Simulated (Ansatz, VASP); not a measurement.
# One calculation of SrO, two programs

File INCAR:

```
SYSTEM = SrO
ALGO = Normal
EDIFF = 1E-7
ENCUT = 520
ISIF = 2
ISMEAR = 0
LASPH = .True.
LCHARG = .True.
LELF = .True.
LREAL = .False.
LVHAR = .True.
LWAVE = .False.
NBANDS = 24
NELM = 100
PREC = Accurate
SIGMA = 0.05
```

File KPOINTS:

```
k-points
0
Gamma
  9 9 4
  0 0 0
```

POSCAR

```
SrO
1.0
    3.5532880902      0.0000000000      0.0000000000
   -1.7766440451      3.0772377531      0.0000000000
    0.0000000000      0.0000000000      6.2173039800
Sr O
2 2
Direct
    0.3333333333      0.6666666667      0.2500000000
    0.6666666667      0.3333333333      0.7500000000
    0.0000000000      0.0000000000      0.0703681212
    0.0000000000      0.0000000000      0.5703681212
```

Input for Ansatz:

```yaml
crystal:
  lattice:
    - [3.5532880902, 0.0, 0.0]
    - [-1.7766440451, 3.0772377531, 0.0]
    - [0.0, 0.0, 6.21730398]
  atoms:
    - { symbol: Sr, position: [0.3333333333, 0.6666666667, 0.25] }
    - { symbol: Sr, position: [0.6666666667, 0.3333333333, 0.75] }
    - { symbol: O, position: [0.0, 0.0, 0.0703681212] }
    - { symbol: O, position: [0.0, 0.0, 0.5703681212] }
basis:
  ecutwfc: 420
kpoints:
  mp_grid: { grid: [9, 9, 4] }
hamiltonian:
  xc: lda
scf:
  occupations: { method: gaussian, width: 0.05 }
output:
  forces: true
  stress: true
  eigenvalues: true
```

Change from the starting cell: all O atoms moved +0.438 Å, as atom 3 along Cartesian [0 0 1].

Alike in both runs: task single point; functional LDA; k mesh 9 × 9 × 4; occupations gaussian, width 0.05 eV; no spin polarisation.

|  | VASP | Ansatz |
| --- | --- | --- |
| version | VASP 6.6.1 | Ansatz 0.2.0 |
| potentials or method | VASP PAW LDA potentials, release 64 (Sr_sv, O) | scalar-relativistic, plane waves, PAW |
| plane-wave cutoff (eV) | 520 | 420 |
| valence electrons in the cell | 32 | 32 |

```tsv
	VASP	Ansatz	Ansatz less VASP
gap on the k mesh at the Fermi level (eV)	3.23	3.21	-0.018
least direct gap on the mesh (eV)	3.51	3.49	-0.023
pressure (GPa)	1.2	0.3	-0.93
largest component of the traceless stress (GPa)	1.07	0.85	-0.222
rms of the force components (eV/Å)	0.654	0.608	-0.0460
```

Atom by atom the forces differ by 0.046 eV/Å (rms over components).

Caveats: an odd mesh through Γ misses points on the zone boundary, where band edges often lie; forces of over 1 eV/Å show positions far from the minimum, so gaps and moduli don't describe the material at rest.
